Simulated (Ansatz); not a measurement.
The following input was run with Ansatz 0.2.0.

```yaml
crystal:
  lattice:
    - [6.3931260388, 0.0, 0.0]
    - [0.0, 5.2085710424, 0.0]
    - [0.0, 0.0, 25.9231762377]
  atoms:
    - { symbol: Ga, position: [0.5, 0.0008110328, 0.3650709439] }
    - { symbol: Ga, position: [0.0, 0.0008110328, 0.3650709439] }
    - { symbol: "N", position: [0.5, 0.6241889672, 0.3650709439] }
    - { symbol: "N", position: [0.0, 0.6241889672, 0.3650709439] }
    - { symbol: Ga, position: [0.75, 0.5008110328, 0.4006672092] }
    - { symbol: Ga, position: [0.25, 0.5008110328, 0.4006672092] }
    - { symbol: "N", position: [0.75, 0.1241889672, 0.4006672092] }
    - { symbol: "N", position: [0.25, 0.1241889672, 0.4006672092] }
    - { symbol: Ga, position: [0.75, 0.0084126823, 0.4723101317] }
    - { symbol: Ga, position: [0.25, 0.0076163164, 0.47205186] }
    - { symbol: "N", position: [0.75, 0.6289941714, 0.4715039928] }
    - { symbol: "N", position: [0.25, 0.6286062213, 0.4712864754] }
    - { symbol: Ga, position: [-0.0003264549, 0.5018669707, 0.5064812517] }
    - { symbol: Ga, position: [0.5003264549, 0.5018669707, 0.5064812517] }
    - { symbol: "N", position: [0.0001928093, 0.127253242, 0.5079524461] }
    - { symbol: "N", position: [0.4998071907, 0.127253242, 0.5079524461] }
    - { symbol: Ga, position: [0.0098334904, 0.0119904612, 0.581517459] }
    - { symbol: Ga, position: [0.4901665096, 0.0119904612, 0.581517459] }
    - { symbol: "N", position: [0.0035650531, 0.6359775146, 0.5789408912] }
    - { symbol: "N", position: [0.4964349469, 0.6359775146, 0.5789408912] }
    - { symbol: Ga, position: [0.25, 0.476571699, 0.6059798572] }
    - { symbol: Ga, position: [0.75, 0.5155189645, 0.6096217273] }
    - { symbol: "N", position: [0.25, 0.1298566277, 0.6161773054] }
    - { symbol: "N", position: [0.75, 0.1335590416, 0.6084597137] }
    - { symbol: H, position: [0.5000057558, 0.0966292912, 0.3072466439] }
    - { symbol: H, position: [-5.7558e-06, 0.0966292912, 0.3072466439] }
    - { symbol: H, position: [0.5002464191, 0.5564209673, 0.327983348] }
    - { symbol: H, position: [-0.0002464191, 0.5564209673, 0.327983348] }
basis:
  ecutwfc: 420
kpoints:
  mp_grid: { grid: [3, 3, 1] }
hamiltonian:
  xc: pbe
  dispersion: d3bj
scf:
  occupations: { method: gaussian, width: 0.05 }
output:
  forces: true
  eigenvalues: true
  write_density: true
  volumetric_format: npy
efield:
  axis: 3
  dipole_correction: true
  ramp_width: 0.04
```

Launched with
```bash
ansatz run input.yaml --threads 8 --pin off --max-ram 20480MiB --backend cpu --events-out ev --progress --plain --runs-dir out
```

Computed with DFT PBE+D3(BJ), scalar-relativistic, plane waves, PAW (Ansatz 0.2.0).

Part of what the program printed, abridged:

```
Pseudopotentials: kind: paw
Pseudopotential: Ga, paw, valence charge 13, recommended cutoff 420 eV (normal)
Pseudopotential: N, paw, valence charge 5, recommended cutoff 420 eV (normal)
Pseudopotential: H, paw, valence charge 1, recommended cutoff 420 eV (normal)
Functional definition: PBE
Crystal: 28 atoms, lattice volume = 863.217 Å³
Basis set: ecut = 420 eV, 16891 PW (Γ), exchange–correlation on 90×72×360 points (8 copies of the dense FFT grid, shifted against one another)
Bands: 138, of which v1, the nominal top of the filled ones, is band 110 counted from 1 (109 counted from 0)
Symmetry: 2 space group operations
Space group: Pm (ITA 6), of the structure as read, at distance tolerance 9.5e-5 Å
k-points: 4 of 9 (time reversal used)
Initial density: superposition of atomic densities (neutral atoms: chi_scale 0, normalization atom), corrected by the library's trained network
Initial wavefunctions: pseudopotential atomic-orbital guess
Functional: x = pbe(κ = 0.804, μ = 0.21951497), c = pbe(β = 0.06672455)
SCF iter   1: F=—  HF=-50079.412865 eV  |F-HF|=—  |Δ(HF+E_count)|=         —  Δρ=2.06e-3  dr2=1.65e-1  ethr=1.77e-3  p=-0.009 e·Å  D=-1.83e-3 V/Å  ΔV_dip=0.05 eV  dr2_dipole=1.96e-2  V_vac-E_F(+/−)=4.37/4.32 eV  ⟨swp⟩=6.2  Hψ=2233  notcnv=0  defer=73
efield: sawtooth ramp at fractional position 0.9417 (placed from the atoms, in the widest stretch of the axis that holds none; the zero of the levels goes with the place), width 0.0400; the density the first Hamiltonian is built on has a dipole p = -0.009 e·Å; the dipole correction subtracts the counter field D = -1.83e-3 V/Å, which shifts the + side's vacuum level by +0.05 eV against the − side's; the planar-averaged density in the ramp window peaks in size at 1.0e-5 e/Å³
SCF iter   2: F=—  HF=-50079.388442 eV  |F-HF|=—  |Δ(HF+E_count)|=   2.44e-2  Δρ=1.39e-3  dr2=1.57e-2  ethr=7.50e-5  p=0.084 e·Å  D=1.76e-2 V/Å  ΔV_dip=-0.46 eV  dr2_dipole=9.28e-4  V_vac-E_F(+/−)=4.52/4.97 eV  ⟨swp⟩=2.8  Hψ=781  notcnv=0  defer=88
SCF iter   3: F=—  HF=-50079.387729 eV  |F-HF|=—  |Δ(HF+E_count)|=   7.13e-4  Δρ=5.81e-4  dr2=2.78e-3  ethr=7.12e-6  p=0.067 e·Å  D=1.40e-2 V/Å  ΔV_dip=-0.36 eV  dr2_dipole=8.51e-7  V_vac-E_F(+/−)=4.52/4.88 eV  ⟨swp⟩=2.0  Hψ=861  notcnv=0  defer=88
SCF iter   4: F=—  HF=-50079.388276 eV  |F-HF|=—  |Δ(HF+E_count)|=   5.47e-4  Δρ=3.40e-4  dr2=1.04e-3  ethr=1.27e-6  p=0.064 e·Å  D=1.34e-2 V/Å  ΔV_dip=-0.35 eV  dr2_dipole=3.61e-8  V_vac-E_F(+/−)=4.56/4.91 eV  ⟨swp⟩=3.0  Hψ=864  notcnv=0  defer=88
SCF iter   5: F=—  HF=-50079.388557 eV  |F-HF|=—  |Δ(HF+E_count)|=   2.80e-4  Δρ=1.13e-4  dr2=1.13e-4  ethr=4.72e-7  p=0.063 e·Å  D=1.32e-2 V/Å  ΔV_dip=-0.34 eV  dr2_dipole=1.79e-6  V_vac-E_F(+/−)=4.57/4.92 eV  ⟨swp⟩=3.0  Hψ=866  notcnv=0  defer=88
SCF iter   6: F=—  HF=-50079.388589 eV  |F-HF|=—  |Δ(HF+E_count)|=   3.18e-5  Δρ=2.93e-5  dr2=5.89e-6  ethr=5.12e-8  p=0.062 e·Å  D=1.30e-2 V/Å  ΔV_dip=-0.34 eV  dr2_dipole=6.34e-9  V_vac-E_F(+/−)=4.58/4.92 eV  ⟨swp⟩=2.5  Hψ=908  notcnv=0  defer=88
SCF iter   7: F=—  HF=-50079.388578 eV  |F-HF|=—  |Δ(HF+E_count)|=   1.10e-5  Δρ=1.68e-5  dr2=2.54e-6  ethr=2.68e-9  p=0.062 e·Å  D=1.29e-2 V/Å  ΔV_dip=-0.34 eV  dr2_dipole=1.32e-8  V_vac-E_F(+/−)=4.58/4.92 eV  ⟨swp⟩=2.0  Hψ=987  notcnv=0  defer=88
SCF iter   8: F=—  HF=-50079.388578 eV  |F-HF|=—  |Δ(HF+E_count)|=   9.48e-7  Δρ=4.89e-6  dr2=2.51e-7  ethr=1.15e-9  p=0.062 e·Å  D=1.29e-2 V/Å  ΔV_dip=-0.34 eV  dr2_dipole=2.10e-8  V_vac-E_F(+/−)=4.58/4.92 eV  ⟨swp⟩=2.0  Hψ=899  notcnv=0  defer=88
SCF iter   9: F=-50079.388579 eV  HF=-50079.388579 eV  |F-HF|=1.87e-8  |Δ(HF+E_count)|=   7.43e-8  Δρ=1.86e-6  dr2=2.71e-8  ethr=4.55e-11  p=0.062 e·Å  D=1.29e-2 V/Å  ΔV_dip=-0.34 eV  dr2_dipole=2.36e-11  V_vac-E_F(+/−)=4.58/4.92 eV  ⟨swp⟩=21.8  Hψ=3227  notcnv=0
SCF 1 converged in 9 iterations: F = -50079.388579 eV  dr2 = 2.71e-8
SCF converged after 9 iterations
Free energy (F): -50079.388579 eV
Harris-Foulkes:  -50079.388579 eV  (|F-HF|=1.87e-8)
Internal energy: -50079.388579 eV  (E = F + TS)
E sigma→0 (E₀):  -50079.388579 eV
Fermi energy:    0.235521 eV
Dipole field:    D = 0.012928 V/Å  (p = 0.061671 e·Å, saw-weighted, corrected)
Work function:   Φ+ = 4.5826 eV   Φ− = 4.9177 eV
Levels:          The Fermi level and band energies are counted from a zero that moves with the ramp; work functions are not
--- Per-component energies (eV) ---
  E_band       = -2327.003567
  E_kinetic    = 3011.842778
  E_local      = -289517.225348  (includes V_loc(G=0)·N_el)
  E_nonlocal   = 5693.275319
  E_hartree    = 142688.011463
  E_xc         = -1577.407254
  E_vxc        = -1649.692325  (∫ρ·V_xc dr)
  E_paw        = -25439.321359  (= ΣΔE_a)
  E_vpaw       = -5239.418014  (= ΣTr[D̂ρ^β])
  E_aug_tail   = -0.004522  (compensation charges beyond the density's cutoff)
  E_efield     = 0.000399  (sawtooth field / dipole correction)
  E_vefield    = -1.786750  (∫n·V_field dr)
  E_ewald      = 115066.226614
  E_disp       = -4.786668  (pairwise vdW)
  E_smearing   =  0.000000  (= −TS)
--- Forces (eV/Å), atoms counted from 1 ---
  atom   1  Ga    -0.01134471     0.61704702    -0.91952655
  atom   2  Ga     0.01134471     0.61704702    -0.91952655
  atom   3  N      0.00692415    -0.04021604     0.57221550
  atom   4  N     -0.00692415    -0.04021604     0.57221550
  atom   5  Ga     0.00000000    -0.52661530    -0.16759303
  atom   6  Ga     0.00000000    -0.56476463    -0.21118737
  atom   7  N      0.00000000    -0.04593798     0.54837935
  atom   8  N      0.00000000    -0.04877285     0.43162352
  atom   9  Ga     0.00000000     0.05861236     0.15690201
  atom  10  Ga     0.00000000     0.13204407     0.01000909
  atom  11  N      0.00000000     0.01302252     0.02747599
  atom  12  N      0.00000000     0.02119658     0.12250968
  atom  13  Ga    -0.06688355    -0.18866583    -0.13139178
  atom  14  Ga     0.06688355    -0.18866583    -0.13139178
  atom  15  N      0.25212620     0.01831350    -0.27292974
  atom  16  N     -0.25212620     0.01831350    -0.27292974
  atom  17  Ga    -0.96780488     0.39621515     0.11411308
  atom  18  Ga     0.96780488     0.39621515     0.11411308
  atom  19  N      0.10305274     0.22440918     0.28005697
  atom  20  N     -0.10305274     0.22440918     0.28005697
  atom  21  Ga     0.00000000    -0.05237014    -0.20453523
  atom  22  Ga     0.00000000    -2.57533836    -0.65238074
  atom  23  N      0.00000000     0.09379181     0.17032987
  atom  24  N      0.00000000     1.44876052     0.48727071
  atom  25  H      0.00345755    -0.00232289    -0.00373747
  atom  26  H     -0.00345755    -0.00232289    -0.00373747
  atom  27  H     -0.00376102    -0.00156990     0.00179616
  atom  28  H      0.00376102    -0.00156990     0.00179616
--- Band table (eV) ---
  k-point 0: bands = ["-16.7784", "-16.5577", "-16.3497", "-16.1775", "-16.1113", "-15.8816", "-15.7250", "-15.6626", "-15.5641", "-15.5086", "-15.5059", "-15.0101", "-14.7083", "-14.6999", "-14.6570", "-14.6315", "-14.5600", "-14.5194", "-14.5104", "-14.3684", "-14.3616", "-14.3213", "-14.3013", "-14.2743", "-14.2597", "-14.2583", "-14.2528", "-14.2051", "-14.1977", "-14.1911", "-14.1771", "-14.1453", "-14.1320", "-14.1305", "-14.1110", "-14.1074", "-14.0932", "-14.0784", "-13.9546", "-13.9364", "-13.9155", "-13.9098", "-13.8631", "-13.8412", "-13.8320", "-13.8272", "-13.8139", "-13.7690", "-13.7597", "-13.6795", "-13.6615", "-13.6204", "-13.6167", "-13.5971", "-13.5937", "-13.5762", "-13.5 ...
  k-point 1: bands = ["-16.6461", "-16.4395", "-16.3205", "-16.1503", "-16.0151", "-15.8381", "-15.7623", "-15.6494", "-15.5358", "-15.4731", "-15.4680", "-14.9602", "-14.7099", "-14.6947", "-14.6679", "-14.6304", "-14.5573", "-14.5218", "-14.5044", "-14.3667", "-14.3511", "-14.3342", "-14.3125", "-14.2787", "-14.2678", "-14.2661", "-14.2527", "-14.2287", "-14.1886", "-14.1815", "-14.1794", "-14.1479", "-14.1476", "-14.1219", "-14.1107", "-14.1005", "-14.0913", "-14.0569", "-13.9413", "-13.9257", "-13.9185", "-13.9123", "-13.8409", "-13.8392", "-13.8195", "-13.7819", "-13.7780", "-13.7742", "-13.7533", "-13.6835", "-13.6727", "-13.6290", "-13.6251", "-13.5977", "-13.5867", "-13.5794", "-13.5 ...
  k-point 2: bands = ["-16.6512", "-16.4534", "-16.4345", "-16.2559", "-16.0447", "-15.9288", "-15.6893", "-15.6390", "-15.5676", "-15.5483", "-15.5103", "-15.0055", "-14.7390", "-14.7180", "-14.6290", "-14.6028", "-14.5513", "-14.5336", "-14.4752", "-14.3839", "-14.3579", "-14.3036", "-14.3013", "-14.2809", "-14.2508", "-14.2328", "-14.2311", "-14.1977", "-14.1827", "-14.1784", "-14.1760", "-14.1633", "-14.1456", "-14.1331", "-14.1237", "-14.1098", "-14.1016", "-14.0568", "-14.0416", "-13.9462", "-13.9370", "-13.8885", "-13.8795", "-13.8391", "-13.8295", "-13.8185", "-13.7869", "-13.7782", "-13.7759", "-13.6983", "-13.6804", "-13.6513", "-13.6125", "-13.6022", "-13.5900", "-13.5707", "-13.5 ...
  k-point 3: bands = ["-16.5510", "-16.3877", "-16.3536", "-16.2071", "-15.9600", "-15.8712", "-15.7002", "-15.6270", "-15.5414", "-15.5137", "-15.4710", "-14.9530", "-14.7365", "-14.7197", "-14.6341", "-14.6059", "-14.5527", "-14.5342", "-14.4691", "-14.3757", "-14.3609", "-14.3110", "-14.2962", "-14.2866", "-14.2639", "-14.2439", "-14.2403", "-14.2098", "-14.1906", "-14.1836", "-14.1820", "-14.1691", "-14.1493", "-14.1418", "-14.1332", "-14.1220", "-14.0697", "-14.0058", "-13.9932", "-13.9368", "-13.9242", "-13.8763", "-13.8547", "-13.8397", "-13.8176", "-13.8041", "-13.7950", "-13.7657", "-13.7281", "-13.7051", "-13.6885", "-13.6371", "-13.6234", "-13.6128", "-13.5919", "-13.5706", "-13.5 ...
```

The run converged.

The run took 18 s on 8 threads of Intel(R) Xeon(R) Processor @ 2.50GHz (Skylake/Cascade Lake) (shared host), peak memory 2.3 GiB.